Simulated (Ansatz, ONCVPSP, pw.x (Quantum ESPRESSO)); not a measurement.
# What a changed setting does to a pw.x run (sc Ir)

Potential: optimised norm-conserving Vanderbilt (ONCV), ONCVPSP 4.0.1.1 (patched build), PBE; core [Kr] 4d10 4f14, reference 5s2 5p6 5d8 6s1; waves: 5s+6s: rc 1.60 bohr, ncon 4, nbas 8, qcut 7.1 1/bohr, 3 projectors, debl 1 Ha; 5p: rc 1.45 bohr, ncon 4, nbas 8, qcut 9 1/bohr, 2 projectors, debl 1 Ha; 5d: rc 2.50 bohr, ncon 5, nbas 9, qcut 5.1 1/bohr, 2 projectors, debl 1.3 Ha; local part: polynomial inside 1.10 bohr (lpopt 3, dvloc0 0 Ha); core correction: none. In the p channel the program set the typed energies aside and used -1.922, 0.250 Ha.

The reference run (k-mesh 13³, cutoffs 85/340 Ry, Fermi–Dirac 0.01 Ry, mixing_beta 0.4, conv_thr 1e-9, no spin) gives -1.91 GPa at 16.953 Å³/atom, where all-electron LAPW gives 1.24 GPa. This run, with its own iteration cap, changes degauss to 0.02.

```
&control
  calculation='scf', prefix='x', pseudo_dir='./', outdir='./tmp', tstress=.true., disk_io='none'
/
&system
  ibrav=0, nat=1, ntyp=1, ecutwfc=85, ecutrho=340, nbnd=17,
  occupations='smearing', smearing='fd', degauss=0.02
/
&electrons
  conv_thr=1e-09, mixing_beta=0.4, electron_maxstep=60
/
ATOMIC_SPECIES
Ir 1.0 Ir.UPF
CELL_PARAMETERS angstrom
  2.56890979 0.00000000 0.00000000
  0.00000000 2.56890979 0.00000000
  0.00000000 0.00000000 2.56890979
ATOMIC_POSITIONS crystal
Ir 0.0000 0.0000 0.0000
K_POINTS automatic
13 13 13 0 0 0
```

```bash
pw.x < Ir.scf.in > Ir.scf.out
```

**Question.** How does the run end?

**Answer.** It converges in 8 iterations; the free energy moves by -137.0 meV/atom and the pressure by +1.65 GPa. In a metal, with Fermi–Dirac smearing, F lies below its zero-width value by a term in the square of the width.

```
Message from routine setup:
     using ibrav=0 with symmetry is DISCOURAGED, use correct ibrav instead
     lattice parameter (alat)  =       4.8545  a.u.
     unit-cell volume          =     114.4045 (a.u.)^3
     number of electrons       =        17.00
     number of Kohn-Sham states=           17
     kinetic-energy cutoff     =      85.0000  Ry
     charge density cutoff     =     340.0000  Ry
     scf convergence threshold =      1.0E-09
     Exchange-correlation= PBE
     number of k points=    84  Fermi-Dirac smearing, width (Ry)=  0.0200
     iteration #  1     ecut=    85.00 Ry     beta= 0.40
     total energy              =    -209.12665333 Ry
     estimated scf accuracy    <       0.07833282 Ry
     iteration #  2     ecut=    85.00 Ry     beta= 0.40
     total energy              =    -209.13582590 Ry
     estimated scf accuracy    <       0.00356993 Ry
     iteration #  3     ecut=    85.00 Ry     beta= 0.40
     total energy              =    -209.13633509 Ry
     estimated scf accuracy    <       0.00044838 Ry
     iteration #  4     ecut=    85.00 Ry     beta= 0.40
     total energy              =    -209.13636146 Ry
     estimated scf accuracy    <       0.00001000 Ry
     iteration #  5     ecut=    85.00 Ry     beta= 0.40
     total energy              =    -209.13636245 Ry
     estimated scf accuracy    <       0.00000222 Ry
     iteration #  6     ecut=    85.00 Ry     beta= 0.40
     total energy              =    -209.13636279 Ry
     estimated scf accuracy    <       0.00000003 Ry
     iteration #  7     ecut=    85.00 Ry     beta= 0.40
     total energy              =    -209.13636280 Ry
     estimated scf accuracy    <          4.4E-09 Ry
     iteration #  8     ecut=    85.00 Ry     beta= 0.40
     the Fermi energy is    20.7381 ev
!    total energy              =    -209.13636280 Ry
     estimated scf accuracy    <          1.2E-10 Ry
     smearing contrib. (-TS)   =      -0.02589019 Ry
     The total energy is F=E-TS. E is the sum of the following terms:
     one-electron contribution =     -54.51009651 Ry
     hartree contribution      =      35.09330382 Ry
     xc contribution           =     -20.78382296 Ry
     ewald contribution        =    -168.90985696 Ry
     convergence has been achieved in   8 iterations
          total   stress  (Ry/bohr**3)                   (kbar)     P=       -2.61
     Message from routine punch:
     Nothing written, as per user request (disk_io='none')
```

The run took about 17 s on one core of a shared host (Intel(R) Xeon(R) Platinum 8488C, 96 threads, 372 GiB, load 24).
